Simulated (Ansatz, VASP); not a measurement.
NiO: VASP beside Ansatz

```xyz
2
Lattice="2.7831 0.0000 0.0000 -1.3915 2.4102 0.0000 0.0000 0.0000 2.7161" Properties=species:S:1:pos:R:3 pbc="T T T"
Ni    0.0000    0.0000    0.0000
O     1.3915    0.8034    1.3581
```

Measurements of this composition are mostly on another form, of space group No. 225.

Alike in both runs: task single point; functional r2SCAN; k mesh 8 × 8 × 7; occupations gaussian, width 0.05 eV; collinear spin, ferromagnetic start; fixed moment 4 μB; Hubbard terms Ni d U = 2 eV.

|  | VASP | Ansatz |
| --- | --- | --- |
| version | VASP 6.6.1 | Ansatz 0.2.0 |
| potentials or method | VASP PAW PBE potentials, release 64 (Ni, O) | Ansatz PAW |
| plane-wave cutoff (eV) | 520 | 500 |
| valence electrons in the cell | 16 | 24 |

```csv
,VASP,Ansatz,Ansatz less VASP
gap on the k mesh at the Fermi level (eV),none,none,-
rms of the force components (eV/Å),0.000,0.192,+0.1922
net moment per atom (μB),2.00,2.00,0.000
size of the moment on the site where the two differ most (μB),2.59,2.35,-0.238
```

Site moments also hang on the region over which each program counts them. The programs project onto different local orbitals, so the same U acts differently. Atom by atom the forces differ by 0.192 eV/Å (rms over components). A gap of «none» marks a metal or a gap that the smearing closes. The two sets of potentials don't hold the same shells in valence.

Caveats: the total moment is fixed, so each spin has its own Fermi level; a cell with one magnetic atom can't hold antiferromagnetic order, which such compounds often take; the moment is held away from its start (VASP); the PAW data sets were made with another functional, which shifts forces and pressure a little (VASP); the magnetic or orbital state may not be the lowest (Ansatz); the PAW data sets come from PBE, with cores solved anew for the run's functional, which leaves a small shift of forces and pressure (Ansatz). The state reached can hang on the start; a lower one may exist.
